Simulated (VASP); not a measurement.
# KCl (Fm-3m) in VASP: further runs

Runs on KCl. Level: PBE+D3(BJ). Tasks: single point, relaxation of cell and atoms.

Everything below comes from runs of VASP 6.6.1. Logs are shortened: lines on timing, memory, paths and dates and some standing lists are left out, and cuts for length are marked.

**The experiment to reproduce.**

From a printed reference work, monograph, for a bulk crystal of KCl: band gap 8.68 eV.

How close the calculation comes is told below.

### 1 The crystal as given

The structure is cubic, space group Fm-3m (No. 225). Conventional cell: a = 6.264 Å, b = 6.264 Å, c = 6.264 Å, α = 90.00°, β = 90.00°, γ = 90.00°. K (site symmetry m-3m) is surrounded by 6 Cl at 3.13 Å. Around Cl (site symmetry m-3m) lie 6 K at 3.13 Å.

The cell is a database's computed one.

### 2 Single point, PBE+D3(BJ)

INCAR reads:

```
PREC = Accurate
ENCUT = 520
EDIFF = 1E-6
ISMEAR = 0
SIGMA = 0.02
LREAL = False
LASPH = True
NELM = 80
ALGO = Normal
ISIF = 2
LWAVE = False
LCHARG = True
GGA = PE
IVDW = 12
LELF = True
LVHAR = True
NBANDS = 15
```

KPOINTS reads:

```
regular mesh
0
Gamma
  6 6 6
```

POSCAR reads:

```
KCl
1.0
    0.0000000000      3.1321528290      3.1321528290
    3.1321528290      0.0000000000      3.1321528290
    3.1321528290      3.1321528290      0.0000000000
K Cl
1 1
Direct
    0.0000000000      0.0000000000      0.0000000000
    0.5000000000      0.5000000000      0.5000000000
```

Potentials or basis: VASP PAW PBE potentials, release 64 (K_sv, Cl).

On the command line:

```sh
$ cat potpaw_PBE.64/K_sv/POTCAR potpaw_PBE.64/Cl/POTCAR > POTCAR
$ mpirun -np 1 vasp_std > vasp.out
```

OUTCAR:

```text
PREC = Accurate
   ENCUT = 520
   EDIFF = 1E-6
   ISMEAR = 0
   LREAL = False
   LASPH = True
   NELM = 80
   ISIF = 2
   GGA = PE
   IVDW = 12
 IVDW          = 12

 ion  position               nearest neighbor table
   1  0.000  0.000  0.000-   2 3.13   2 3.13   2 3.13   2 3.13   2 3.13   2 3.13
   2  0.500  0.500  0.500-   1 3.13   1 3.13   1 3.13   1 3.13   1 3.13   1 3.13

  LATTYP: Found a face centered cubic cell.
 ALAT       =     6.2643056580

  Lattice vectors:

 A1 = (   0.0000000000,   3.1321528290,   3.1321528290)
 A2 = (   3.1321528290,   0.0000000000,   3.1321528290)
 A3 = (   3.1321528290,   3.1321528290,   0.0000000000)

Analysis of symmetry for initial positions (statically):
=====================================================================
 Subroutine PRICEL returns:
 Original cell was already a primitive cell.

 Routine SETGRP: Setting up the symmetry group for a
 face centered cubic supercell.

 Subroutine GETGRP returns: Found 48 space group operations
 (whereof 48 operations were pure point group operations)
 out of a pool of 48 trial point group operations.

The static configuration has the point symmetry O_h .

Analysis of symmetry for dynamics (positions and initial velocities):
=====================================================================
 Subroutine PRICEL returns:
 Original cell was already a primitive cell.

 Routine SETGRP: Setting up the symmetry group for a
 face centered cubic supercell.

 Subroutine GETGRP returns: Found 48 space group operations
 (whereof 48 operations were pure point group operations)
 out of a pool of 48 trial point group operations.

The dynamic configuration has the point symmetry O_h .

 Subroutine INISYM returns: Found 48 space group operations
 (whereof 48 operations are pure point group operations),
 and found     1 'primitive' translations

----------------------------------------------------------------------------------------

                                     Primitive cell

  volume of cell :      61.4552

  direct lattice vectors                    reciprocal lattice vectors
     0.000000000  3.132152829  3.132152829    -0.159634611  0.159634611  0.159634611
     3.132152829  0.000000000  3.132152829     0.159634611 -0.159634611  0.159634611
     3.132152829  3.132152829  0.000000000     0.159634611  0.159634611 -0.159634611

  length of vectors
     4.429533010  4.429533010  4.429533010     0.276495258  0.276495258  0.276495258

  position of ions in fractional coordinates (direct lattice)
     0.000000000  0.000000000  0.000000000
     0.500000000  0.500000000  0.500000000

[... 80 lines left out ...]
   EMIN   =  10.00;   EMAX   =-10.00  energy-range for DOS
   EFERMI =   0.00;   METHOD = LEGACY
   ISMEAR =     0;   SIGMA  =   0.02  broadening in eV -4-tet -1-fermi 0-gaus
   EFERMI_NEDOS =   21; number of points for ismear=-14 and -15
   IALGO  =     38    algorithm
   IMIX   =      4    mixing-type and parameters
     AMIX     =   0.40;   BMIX     =  1.00
     AMIX_MAG =   1.60;   BMIX_MAG =  1.00
  volume/ion in A,a.u.               =      30.73       207.36
  Fermi-wavevector in a.u.,A,eV,Ry     =   1.045350  1.975426 14.867867  1.092757
  Thomas-Fermi vector in A             =   2.180142
   LORBIT       =      0    0 simple, 1 ext, 2 COOP (PROOUT), +10 PAW based schemes
   GGA     = PE    functional components
   LHFCALC =     F    Hartree Fock is set to
   AEXX    =    0.0000 exact exchange contribution
   IVDW    =    12    specifies the selected vdW correction
   LEPSILON=     F    determine dielectric tensor
   LRPA    =     F    only Hartree local field effects (RPA)
 non-spin polarized calculation
 Gauss-broadening in eV      SIGMA  =   0.02
  energy-cutoff  :      520.00
  volume of cell :       61.46
 maximum number of plane-waves:      1676
 NGX is ok and might be reduce to    36
   NGX = 17   NGY = 17   NGZ = 17

 number of electron      16.0000002 magnetization

 Free energy of the ion-electron system (eV)
  ---------------------------------------------------
  ext. energy  EPLUGINS =         0.00000000
  ---------------------------------------------------
  free energy    TOTEN  =        -6.79878327 eV

  energy without entropy =       -6.79878327  energy(sigma->0) =       -6.79878327

 E-fermi :  -1.6573     XC(G=0):  -7.5952

 val. band max:       -1.7870160586   @ k =   0.0000   0.0000   0.0000
 cond. band min:       3.4475048094   @ k =   0.0000   0.0000   0.0000
 fundamental gap:      5.2345208680
 Fermi energy:        -1.6572856026

 k-point     1 :       0.0000    0.0000    0.0000
  band No.  band energies     occupation
      1     -28.9520      2.00000
      2     -13.9204      2.00000
      3     -12.4130      2.00000
      4     -12.4130      2.00000
      5     -12.4130      2.00000
      6      -1.7870      2.00000
      7      -1.7870      2.00000
      8      -1.7870      2.00000
      9       3.4475      0.00000
     10       6.6010      0.00000
     11       6.6010      0.00000
     12       6.6010      0.00000
     13       7.4852      0.00000
     14       7.4852      0.00000
[... 257 lines left out ...]
      2     -13.8928      2.00000
      3     -12.5399      2.00000
      4     -12.4944      2.00000
      5     -12.3569      2.00000
      6      -2.3672      2.00000
      7      -2.2202      2.00000
      8      -2.1508      2.00000
      9       5.4732      0.00000
     10       7.1824      0.00000
     11       7.3611      0.00000
     12       8.4439      0.00000
     13       9.2091      0.00000
     14       9.9760      0.00000
     15      10.5910      0.00000

------------------------ aborting loop because EDIFF is reached ----------------------------------------

 Edisp (eV)   -0.39334

 E8    (eV) :    -0.1784

  FORCE on cell =-STRESS in cart. coord.  units (eV):
  Direction    XX          YY          ZZ          XY          YZ          ZX
  --------------------------------------------------------------------------------------
  -------------------------------------------------------------------------------------
  Total       0.01330     0.01330     0.01330     0.00000     0.00000     0.00000
  in kB       0.34670     0.34670     0.34670     0.00000     0.00000     0.00000
  external pressure =        0.35 kB  Pullay stress =        0.00 kB

 VOLUME and BASIS-vectors are now :
 -----------------------------------------------------------------------------
  energy-cutoff  :      520.00
  volume of cell :       61.46
      direct lattice vectors                 reciprocal lattice vectors
     0.000000000  3.132152829  3.132152829    -0.159634611  0.159634611  0.159634611
     3.132152829  0.000000000  3.132152829     0.159634611 -0.159634611  0.159634611
     3.132152829  3.132152829  0.000000000     0.159634611  0.159634611 -0.159634611

 POSITION                                       TOTAL-FORCE (eV/Angst)
 -----------------------------------------------------------------------------------
      0.00000      0.00000      0.00000        -0.000000     -0.000000     -0.000000
      3.13215      3.13215      3.13215         0.000000      0.000000      0.000000
 -----------------------------------------------------------------------------------
    total drift:                                0.000000      0.000000      0.000000

  FREE ENERGIE OF THE ION-ELECTRON SYSTEM (eV)
  ---------------------------------------------------
  free  energy   TOTEN  =        -7.1921187523 eV

  energy  without entropy=       -7.1921187523  energy(sigma->0) =       -7.19211875
```

OSZICAR:

```text
N       E                     dE             d eps       ncg     rms          rms(c)
DAV:   1     0.106506541702E+03    0.10651E+03   -0.71469E+03   480   0.958E+02
DAV:   2    -0.579738202392E+00   -0.10709E+03   -0.98701E+02   643   0.238E+02
DAV:   3    -0.688409553184E+01   -0.63044E+01   -0.62728E+01   655   0.521E+01
DAV:   4    -0.708476097505E+01   -0.20067E+00   -0.20062E+00   736   0.856E+00
DAV:   5    -0.708652260143E+01   -0.17616E-02   -0.17616E-02   655   0.862E-01    0.339E+00
DAV:   6    -0.679996965471E+01    0.28655E+00   -0.41512E-01   599   0.328E+00    0.278E+00
DAV:   7    -0.678549100803E+01    0.14479E-01   -0.10213E-01   655   0.182E+00    0.159E+00
DAV:   8    -0.679746793170E+01   -0.11977E-01   -0.15512E-02   628   0.942E-01    0.174E-01
DAV:   9    -0.679821397477E+01   -0.74604E-03   -0.93283E-04   613   0.189E-01    0.957E-02
DAV:  10    -0.679877536072E+01   -0.56139E-03   -0.59857E-04   522   0.153E-01    0.215E-02
DAV:  11    -0.679877993811E+01   -0.45774E-05   -0.22656E-05   667   0.265E-02    0.490E-03
DAV:  12    -0.679878306963E+01   -0.31315E-05   -0.42778E-06   522   0.144E-02    0.451E-03
DAV:  13    -0.679878327008E+01   -0.20045E-06   -0.39235E-07   492   0.368E-03
   1 F= -.71921188E+01 E0= -.71921188E+01  d E =-.835965E-22
```

stdout:

```text
POSCAR found type information on POSCAR K Cl
 POSCAR found :  2 types and       2 ions
 scaLAPACK will be used
 LDA part: xc-table for (Slater+PW92), standard interpolation
 POSCAR, INCAR and KPOINTS ok, starting setup
 FFT: planning ... GRIDC
 FFT: planning ... GRID_SOFT
 FFT: planning ... GRID
 WAVECAR not read
 entering main loop
```

Wall time 13 s (1 thread of Intel Xeon Platinum 8488C (Sapphire Rapids), shared host); peak memory 0.21 GiB.

What came out:

| Quantity | Value |
| --- | --- |
| Free energy | -7.1921 eV |
| Pressure | 0.0 GPa |
| Band gap on the k mesh | 5.23 eV, direct |
| Dispersion energy per atom | -0.197 eV |

Levels at points of the mesh, in eV from the valence-band top:
| k point | band 6 | band 7 | band 8 | band 9 | band 10 | band 11 |
| --- | --- | --- | --- | --- | --- | --- |
| (0.00, 0.00, 0.00) | 0.00 | 0.00 | 0.00 | 5.23 | 8.39 | 8.39 |
| (0.50, 0.00, 0.00) | -1.08 | -0.34 | -0.34 | 7.63 | 8.66 | 10.57 |
| (0.50, 0.50, 0.00) | -0.67 | -0.23 | -0.23 | 6.52 | 8.41 | 10.16 |

### 3 Relaxation of cell and atoms, PBE+D3(BJ)

This run uses another cell than the first one, of 31.01 Å³/atom, 1.009 times its volume.

INCAR reads:

```
ALGO = Normal ; EDIFF = 1E-7
EDIFFG = -0.01 ; ENCUT = 600
GGA = PE ; IBRION = 2
ISIF = 3 ; ISMEAR = 0
IVDW = 12 ; LASPH = True
LCHARG = False ; LREAL = False
LWAVE = False ; NELM = 100
NSW = 100 ; PREC = Accurate
SIGMA = 0.02
```

KPOINTS reads:

```
k-points
0
Gamma
  6 6 6
```

POSCAR reads:

```
KCl
1.0
    0.0000000000      3.1418712100      3.1418712100
    3.1418712100      0.0000000000      3.1418712100
    3.1418712100      3.1418712100      0.0000000000
K Cl
1 1
Direct
    0.0000000000      0.0000000000      0.0000000000
    0.5000000000      0.5000000000      0.5000000000
```

Potentials or basis: VASP PAW PBE potentials, release 64 (K_sv, Cl).

On the command line:

```sh
$ cat potpaw_PBE.64/K_sv/POTCAR potpaw_PBE.64/Cl/POTCAR > POTCAR
$ mpirun -np 1 vasp_std > vasp.out
```

Wall time 22 s (1 thread of Intel Xeon Platinum 8488C (Sapphire Rapids), shared host); peak memory 0.22 GiB.

It converged, with:

```
Free energy                            : -7.1925 eV
Relaxed volume                         : 30.92 Å³/atom
Relaxed cell                           : a = 4.439 Å, b = 4.439 Å, c = 4.439 Å, α = 60.00°, β = 60.00°, γ = 60.00°
Space group after relaxing (to 0.05 Å) : Fm-3m (No. 225)
Energy gained by relaxing              : 0.0 meV/atom
Ionic steps                            : 2
Pressure after relaxing                : -0.1 GPa
Band gap on the k mesh                 : 5.21 eV, direct
Dispersion energy per atom             : -0.195 eV
```

Final structure:
```yaml
crystal:
  lattice:
    - [0.00000, 3.13879, 3.13879]
    - [3.13879, 0.00000, 3.13879]
    - [3.13879, 3.13879, 0.00000]
  atoms:
    - { symbol: K, position: [0.00000, 0.00000, 0.00000] }
    - { symbol: Cl, position: [0.50000, 0.50000, 0.50000] }
```

Levels at points of the mesh, in eV from the valence-band top:
```csv
k point,band 4,band 5,band 6,band 7,band 8,band 9,band 10,band 11,band 12
"(0.00, 0.00, 0.00)",-10.64,-10.64,0.00,0.00,0.00,5.21,8.38,8.38,8.38
"(0.50, 0.00, 0.00)",-10.65,-10.40,-1.07,-0.33,-0.33,7.61,8.63,10.55,10.55
"(0.50, 0.50, 0.00)",-10.70,-10.70,-0.66,-0.22,-0.22,6.53,8.38,10.12,10.25
```

### 4 Single point, PBE+D3(BJ)

This run uses another cell than the first one, of 31.01 Å³/atom, 1.009 times its volume.

INCAR reads:

```
SYSTEM = KCl
PREC = Accurate
ENCUT = 520
EDIFF = 1E-6
ISMEAR = 0
SIGMA = 0.1
LREAL = .FALSE.
LASPH = .TRUE.
NELM = 100
ALGO = Normal
ISIF = 2
LWAVE = .FALSE.
LCHARG = .TRUE.
GGA = PE
IVDW = 12
LELF = .TRUE.
LVHAR = .TRUE.
NBANDS = 15
```

KPOINTS reads:

```
Automatic mesh
0
G
  6 6 6
  0 0 0
```

POSCAR is that of step 3.

On the command line:

```sh
$ cat potpaw_PBE.64/K_sv/POTCAR potpaw_PBE.64/Cl/POTCAR > POTCAR
$ mpirun -np 1 vasp_std > vasp.out
```

Wall time 33 s (1 thread of Intel Xeon Platinum 8488C (Sapphire Rapids), shared host); peak memory 0.21 GiB.

The run converged. Its results:

- Free energy: -7.1921 eV
- Pressure: -0.1 GPa
- Band gap on the k mesh: 5.20 eV, direct
- Dispersion energy per atom: -0.195 eV

Levels at points of the mesh, in eV from the valence-band top:
```tsv
k point	band 4	band 5	band 6	band 7	band 8	band 9	band 10	band 11	band 12	band 13
(0.00, 0.00, 0.00)	-10.65	-10.65	0.00	0.00	0.00	5.20	8.38	8.38	8.38	9.26
(0.50, 0.00, 0.00)	-10.66	-10.40	-1.06	-0.33	-0.33	7.61	8.62	10.54	10.54	11.43
(0.50, 0.50, 0.00)	-10.70	-10.70	-0.66	-0.22	-0.22	6.53	8.37	10.10	10.25	10.65
```

### 5 Overview

| task | cell | cutoff (eV) | smearing | gap on the mesh (eV) | pressure (GPa) |
| --- | --- | --- | --- | --- | --- |
| single point | Fm-3m, 30.73 Å³/atom | 520 | gaussian 0.02 eV | 5.23 | 0.0 |
| relaxation of cell and atoms | relaxed | 600 | gaussian 0.02 eV | 5.21 | -0.1 |
| single point | Fm-3m, 31.01 Å³/atom | 520 | gaussian 0.1 eV | 5.20 | -0.1 |

Alike in all rows: level PBE+D3(BJ); potentials or basis VASP PAW PBE potentials, release 64 (K_sv, Cl); no spin polarisation; k mesh 6 × 6 × 6.

Total energies depend on the potentials used, so only differences within one code and one set of settings carry meaning.

### 6 How close it comes

Step 2. Against the measured gap of KCl, 8.68 eV (a printed reference work, monograph), the calculated 5.23 eV is off by -3.45 eV. The value is that of PBE+D3(BJ), without temperature or zero-point motion. Semilocal functionals fall short of measured gaps as a rule. The cell is a database's relaxed one, not the measured one, which moves gaps too.

Step 4. Against the measured gap of KCl, 8.68 eV (a printed reference work, monograph), the calculated 5.20 eV is off by -3.48 eV. The value is that of PBE+D3(BJ), without temperature or zero-point motion. Semilocal functionals fall short of measured gaps as a rule. The cell is a database's relaxed one, not the measured one, which moves gaps too.
